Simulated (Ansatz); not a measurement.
# Transmission past a defect: zigzag graphene nanoribbon (N = 9, H edges), Stone-Wales bond rotation, part 2 of 4

Aim: how much does this defect scatter, and at which energies?

Ansatz 0.2.0; DFT PBE, plane waves, PAW; relaxation of a wire's period (the session's first sound run).

So far. Step 2 (The relaxed wire): The cell's length comes to 2.465 Å with an absolute moment of 0.94 μB a cell.

### Step 3. Bands of the perfect wire

This step: DFT PBE, plane waves, PAW; channels and complex bands of a perfect wire (Ansatz 0.2.0).

At the relaxed period the Bloch states of the perfect wire are found at each energy: those that move forward count the open channels, and those that decay describe how a disturbance dies away inside the wire itself. An energy step of 0.035 eV is under the 0.039 eV that the program asks for its thermal average at 300 K.

input.yaml

```yaml
crystal:
  lattice:
    - [26.89, 0.0, 0.0]
    - [0.0, 7.0, 0.0]
    - [0.0, 0.0, 2.4645548624]
  atoms:
    - { symbol: H, position: [0.128738686, 0.5, 0.0] }
    - { symbol: C, position: [0.169353586, 0.5, 0.0], spin: 0.06 }
    - { symbol: C, position: [0.274627004, 0.5, 0.0] }
    - { symbol: C, position: [0.327802929, 0.5, 0.0] }
    - { symbol: C, position: [0.433727058, 0.5, 0.0] }
    - { symbol: C, position: [0.486778215, 0.5, 0.0] }
    - { symbol: C, position: [0.592709943, 0.5, 0.0] }
    - { symbol: C, position: [0.64578888, 0.5, 0.0] }
    - { symbol: C, position: [0.751669269, 0.5, 0.0] }
    - { symbol: C, position: [0.805297519, 0.5, 0.0] }
    - { symbol: C, position: [0.194702501, 0.5, 0.5] }
    - { symbol: C, position: [0.248330741, 0.5, 0.5] }
    - { symbol: C, position: [0.354211112, 0.5, 0.5] }
    - { symbol: C, position: [0.40729004, 0.5, 0.5] }
    - { symbol: C, position: [0.513221762, 0.5, 0.5] }
    - { symbol: C, position: [0.566272922, 0.5, 0.5] }
    - { symbol: C, position: [0.672197068, 0.5, 0.5] }
    - { symbol: C, position: [0.725373003, 0.5, 0.5] }
    - { symbol: C, position: [0.830646433, 0.5, 0.5], spin: -0.06 }
    - { symbol: H, position: [0.871261332, 0.5, 0.5] }
magnetization:
  spin_polarized: true
kpoints:
  mp_grid: { grid: [1, 1, 33] }
scf:
  occupations: { method: fermi_dirac, width: 0.05 }
hamiltonian:
  xc: pbe
output:
  transmission:
    e_range: [-1.5, 1.5]
    de: 0.035
    kmesh: [1, 1]
    reduced_basis: true
    leads: [[0, 0]]
```

Started as:

```console
> ansatz run input.yaml --threads 16 --pin off --max-ram 61440MiB --backend cuda --events-out ev --progress --plain --runs-dir out --max-vram 78GiB
```

Numbers of over 12 decimals in the logs are rounded to 6 here.

Output:

```text
[...]
GPU FFT provider: cuFFT
GPU libraries: cuBLAS 13.8.1, cuFFT 12.4.0, cuSOLVER 12.3.2
[...]
Crystal: 20 atoms, lattice volume = 463.903 Å³
Basis set: ecut = 420 eV, 9011 PW (Γ)
Bands: 58, of which v1, the nominal top of the filled ones, is band 37 counted from 1 (36 counted from 0)
Symmetry: 4 space group operations
[...]
k-points: 17 of 33
[...]
Starting moments: Σ|m| = 0.12 μB on 2 of 20 sites
[...]
GPU buffer pool allocated for 155520 grid points (all kernels)
[...]
SCF iter   1: F=—  HF=-4559.485005 eV  |F-HF|=—  |Δ(HF+E_count)|=         —  Δρ=3.97e-2 (↑3.97e-2 ↓3.97e-2)  dr2=2.81e1  dr2_m=1.96e-3  M=-0.000 μB ∫|m|=0.143 μB  β_m=1.00  ethr=3.10e-3  ⟨swp⟩=8.5  Hψ=10722  notcnv=0  defer=202
[...]
spin=Collinear: LDOS preconditioning applied to the charge; magnetization (m = ρ↑ − ρ↓) channel mixes plain (no charge-response kernel on spin).
SCF iter   2: F=—  HF=-4552.326591 eV  |F-HF|=—  |Δ(HF+E_count)|=    7.16e0  Δρ=2.51e-2 (↑2.51e-2 ↓2.51e-2)  dr2=1.11e1  dr2_m=4.86e-3  M=0.000 μB ∫|m|=0.286 μB  β_m=1.00  ethr=3.10e-3  ⟨swp⟩=3.2  Hψ=3946  notcnv=0  defer=458
[...]
SCF iter  17: F=-4548.246596 eV  HF=-4548.246596 eV  |F-HF|=6.73e-11  |Δ(HF+E_count)|=   1.07e-9  Δρ=1.62e-7 (↑1.61e-7 ↓1.62e-7)  dr2=2.29e-10  dr2_m=6.38e-11  M=0.000 μB ∫|m|=0.941 μB  ethr=2.54e-12  ⟨swp⟩=3.5  Hψ=4450  notcnv=0
SCF 1 converged in 17 iterations: F = -4548.246596 eV  dr2 = 2.29e-10
[...]
transmission: 4 of 8 steps passed
transmission: 8 of 8 steps passed
[...]
Second SCF, for the conductance: iteration 1, dr2 1.691e-5 eV
Second SCF, for the conductance: iteration 2, dr2 2.002e-6 eV
Second SCF, for the conductance: iteration 3, dr2 4.501e-7 eV
Second SCF, for the conductance: iteration 4, dr2 7.775e-7 eV
Second SCF, for the conductance: iteration 5, dr2 9.427e-9 eV
Second SCF, for the conductance: iteration 6, dr2 5.888e-8 eV
Second SCF, for the conductance: iteration 7, dr2 2.068e-8 eV
Second SCF, for the conductance: iteration 8, dr2 6.604e-9 eV
Second SCF, for the conductance: iteration 9, dr2 3.731e-10 eV
Second SCF, for the conductance: iteration 10, dr2 4.423e-10 eV
transmission: 4 of 8 steps passed
transmission: 8 of 8 steps passed
SCF converged after 17 iterations
Magnetization: 0.0000 μB (37.0000 up, 37.0000 down)
Absolute magnetization: 0.9407 μB (∫|ρ↑−ρ↓|, with the PAW one-centre terms)
[...]
Per-site moments (μB) at R_I (Å): [(-0.00214865, 0.450506), (0.055630, 0.450506), (-0.011728, 0.586056), (0.012300, 0.586675), (-0.00499007, 0.586835), (0.00496353, 0.586871), (-0.00672469, 0.586835), (0.00675842, 0.586675), (-0.030798, 0.586056), (0.023119, 0.580898), (-0.023119, 0.580898), (0.030798, 0.586056), (-0.00675845, 0.586675), (0.00672469, 0.586835), (-0.00496354, 0.586871), (0.00499006, 0.586835), (-0.012300, 0.586675), (0.011727, 0.586056), (-0.055630, 0.450506), (0.00214865, 0.450506)]
Free energy (F): -4548.246596 eV
[...]
Internal energy: -4548.244263 eV  (E = F + TS)
E sigma→0 (E₀):  -4548.245429 eV
Entropy (-TS):   -0.002333 eV (-0.117 meV/atom)
Fermi energy:    -0.179903 eV
[...]
--- Band table (eV; the first three rows and the last of 34) ---
  k-point 0 ↑: bands = [... 33 lower, -3.4765, -3.3100, -3.3006, -2.7834, 1.9021, 2.6251, 2.7245, 2.8298, ... 17 higher]
  k-point 1 ↑: bands = [... 33 lower, -3.4576, -3.3736, -3.3279, -2.7639, 1.8977, 2.6455, 2.7208, 2.8515, ... 17 higher]
  k-point 2 ↑: bands = [... 33 lower, -3.5517, -3.4125, -3.4007, -2.7053, 1.8833, 2.7065, 2.7081, 2.9168, ... 17 higher]
  k-point 16 ↓: bands = [... 33 lower, -2.4732, -2.4390, -2.4086, -0.6611, 0.0782, 1.6345, 1.6880, 1.8631, ... 17 higher]
--- Transmission ---
  basis      : 1647 plane waves across, 4 finite elements along
  points     : 1, standing for a mesh of 1 x 1
  on the GPU : 1 up, 1 down of these points
  filling    : by a second SCF (10 iterations) under fermi_dirac of width 0.025852 eV on a mesh of 1 x 1 x 75, whose Fermi level is -0.168837 eV
  energies   : 86 from -1.500000 to 1.475000 eV about the Fermi level, 0.035000 eV apart; the leads are filled to 0.000000 eV, and channels, transmission and decay are at 0.005000 eV
  crystal 0  : H2C18, at the sites [0, 0], period 2.4646 Å: whole cells are its period
    offset         : up to 0.0000 Å between an atom of the period and one for which it stands
    filled         : 0.8 meV over the level at which it is neutral
    channels       : 0.000000e0 up, 0.000000e0 down
    conductance    : 8.7955e10 S/m² at 300 K; may be off by some 0.1 % by where its bands' edges are placed, 1.3 % from the distance to neutral
    slowest decay  : 0.0562 /Å at (0.0000, 0.0000)
```

The job ended after 15 min (1 × NVIDIA GB200 with 16 threads of Arm Neoverse V2, shared host; peak memory 22 GiB).

The column dr2 measures how far the density is from self-consistency, as an energy; F and HF (Harris–Foulkes) agree once it is small.

This step gave:

```
energy at zero smearing                                   : -4548.2454 eV
channels at the energy nearest the Fermi level, spin up   : 0
channels at the energy nearest the Fermi level, spin down : 0
conductance of the lead as this run defines it            : 0.002137 G₀
slowest decay in the lead, at its filling level           : 0.0562 Å⁻¹
```

The open channels of the lead by energy, zero at the Fermi level:

| energy (eV) | spin up | spin down |
| --- | --- | --- |
| -1.50 | 3 | 3 |
| -1.43 | 3 | 3 |
| -1.32 | 3 | 3 |
| -1.25 | 3 | 3 |
| -1.19 | 3 | 3 |
| -1.11 | 3 | 3 |
| -1.01 | 1 | 1 |
| -0.94 | 1 | 1 |
| -0.87 | 1 | 1 |
| -0.77 | 1 | 1 |
| -0.69 | 1 | 1 |
| -0.62 | 1 | 1 |
| -0.52 | 1 | 1 |
| -0.45 | 2 | 2 |
| -0.38 | 2 | 2 |
| -0.31 | 2 | 2 |
| -0.20 | 2 | 2 |
| -0.14 | 0 | 0 |
| -0.07 | 0 | 0 |
| 0.01 | 0 | 0 |
| 0.04 | 0 | 0 |
| 0.11 | 0 | 0 |
| 0.18 | 0 | 0 |
| 0.28 | 1 | 1 |
| 0.35 | 1 | 1 |
| 0.42 | 1 | 1 |
| 0.49 | 1 | 1 |
| 0.60 | 1 | 1 |
| 0.67 | 1 | 1 |
| 0.74 | 1 | 1 |
| 0.84 | 1 | 1 |
| 0.92 | 1 | 1 |
| 0.98 | 1 | 1 |
| 1.09 | 1 | 1 |
| 1.16 | 3 | 3 |
| 1.23 | 3 | 3 |
| 1.30 | 3 | 3 |
| 1.41 | 3 | 3 |
| 1.48 | 3 | 3 |

Spin up; the slowest values at each energy, most degenerate partners merged, listed up to 1.5 1/Å. The Im kz of the slowest decaying states by energy, zero at the Fermi level:

| energy (eV) | decay 1 (Å⁻¹) | decay 2 (Å⁻¹) | decay 3 (Å⁻¹) | decay 4 (Å⁻¹) |
| --- | --- | --- | --- | --- |
| -1.500 | 0.0922 | 0.161 | 0.181 | 0.344 |
| -1.395 | 0.114 | 0.170 | 0.188 | 0.352 |
| -1.290 | 0.130 | 0.177 | 0.193 | 0.360 |
| -1.185 | 0.142 | 0.182 | 0.196 | 0.367 |
| -1.115 | 0.148 | 0.185 | 0.197 | 0.372 |
| -1.010 | 0.0542 | 0.156 | 0.188 | 0.198 |
| -0.905 | 0.0806 | 0.162 | 0.189 | 0.196 |
| -0.800 | 0.0971 | 0.166 | 0.189 | 0.192 |
| -0.695 | 0.108 | 0.168 | 0.184 | 0.187 |
| -0.590 | 0.116 | 0.153 | 0.169 | 0.174 |
| -0.485 | 0.121 | 0.171 | 0.19 | 0.195 |
| -0.415 | 0.123 | 0.173 | 0.193 | 0.199 |
| -0.310 | 0.127 | 0.176 | 0.196 | 0.202 |
| -0.205 | 0.133 | 0.178 | 0.197 | 0.202 |
| -0.100 | 0.0459 | 0.136 | 0.178 | 0.195 |
| 0.005 | 0.0563 | 0.136 | 0.176 | 0.191 |
| 0.110 | 0.0525 | 0.132 | 0.170 | 0.183 |
| 0.215 | 0.117 | 0.155 | 0.161 | 0.164 |
| 0.285 | 0.104 | 0.130 | 0.152 | 0.169 |
| 0.390 | 0.108 | 0.148 | 0.171 | 0.183 |
| 0.495 | 0.109 | 0.153 | 0.176 | 0.187 |
| 0.600 | 0.106 | 0.154 | 0.177 | 0.188 |
| 0.705 | 0.1 | 0.152 | 0.176 | 0.186 |
| 0.810 | 0.0900 | 0.148 | 0.173 | 0.182 |
| 0.915 | 0.0748 | 0.142 | 0.168 | 0.177 |
| 0.985 | 0.0599 | 0.137 | 0.164 | 0.173 |
| 1.090 | 0.00824 | 0.127 | 0.156 | 0.166 |
| 1.195 | 0.114 | 0.146 | 0.157 | 0.459 |
| 1.300 | 0.0967 | 0.135 | 0.146 | 0.461 |
| 1.405 | 0.0728 | 0.12 | 0.134 | 0.462 |

Spin down; the slowest values at each energy, most degenerate partners merged, listed up to 1.5 1/Å. Im kz of the slowest decaying states against energy, zero at the Fermi level:

| energy (eV) | decay 1 (Å⁻¹) | decay 2 (Å⁻¹) | decay 3 (Å⁻¹) | decay 4 (Å⁻¹) |
| --- | --- | --- | --- | --- |
| -1.500 | 0.0922 | 0.161 | 0.181 | 0.344 |
| -1.395 | 0.114 | 0.170 | 0.188 | 0.352 |
| -1.290 | 0.130 | 0.177 | 0.193 | 0.360 |
| -1.185 | 0.142 | 0.182 | 0.196 | 0.367 |
| -1.115 | 0.148 | 0.185 | 0.197 | 0.372 |
| -1.010 | 0.0542 | 0.156 | 0.188 | 0.198 |
| -0.905 | 0.0806 | 0.162 | 0.189 | 0.196 |
| -0.800 | 0.0971 | 0.166 | 0.189 | 0.192 |
| -0.695 | 0.108 | 0.168 | 0.184 | 0.187 |
| -0.590 | 0.116 | 0.153 | 0.169 | 0.174 |
| -0.485 | 0.121 | 0.171 | 0.19 | 0.195 |
| -0.415 | 0.123 | 0.173 | 0.193 | 0.199 |
| -0.310 | 0.127 | 0.176 | 0.196 | 0.202 |
| -0.205 | 0.133 | 0.178 | 0.197 | 0.202 |
| -0.100 | 0.0459 | 0.136 | 0.178 | 0.195 |
| 0.005 | 0.0563 | 0.136 | 0.176 | 0.191 |
| 0.110 | 0.0525 | 0.132 | 0.170 | 0.183 |
| 0.215 | 0.117 | 0.155 | 0.161 | 0.164 |
| 0.285 | 0.104 | 0.130 | 0.152 | 0.169 |
| 0.390 | 0.108 | 0.148 | 0.171 | 0.183 |
| 0.495 | 0.109 | 0.153 | 0.176 | 0.187 |
| 0.600 | 0.106 | 0.154 | 0.177 | 0.188 |
| 0.705 | 0.1 | 0.152 | 0.176 | 0.186 |
| 0.810 | 0.0900 | 0.148 | 0.173 | 0.182 |
| 0.915 | 0.0748 | 0.142 | 0.168 | 0.177 |
| 0.985 | 0.0599 | 0.137 | 0.164 | 0.173 |
| 1.090 | 0.00824 | 0.127 | 0.156 | 0.166 |
| 1.195 | 0.114 | 0.146 | 0.157 | 0.459 |
| 1.300 | 0.0967 | 0.135 | 0.146 | 0.461 |
| 1.405 | 0.0728 | 0.12 | 0.134 | 0.462 |

By hand: the program gives 8.7955 × 10^10 S/m² over the cell's cross-section of 188.23 Å² = 1.882 × 10^-18 m², so one cell conducts 1.656 × 10^-7 S. Divided by G0 = 2e²/h = 7.748 × 10^-5 S this is 0.00214 G0, a resistance of 6040 kΩ.

At the computed energy nearest the Fermi level there are 0 spin-up and 0 spin-down channels, and the thermal average gives 0.00214 G₀.

[end of part 2 of 4]

[Logs are printed without paths, hosts, clocks, repeated set-up lines and the standing remarks that a program may print on its own settings, such as how far it seeks lower states.]

[Hosts, paths, dates, database ids (printed as entryN), source tags and the programs' standing remarks are cut or masked in the printed files.]
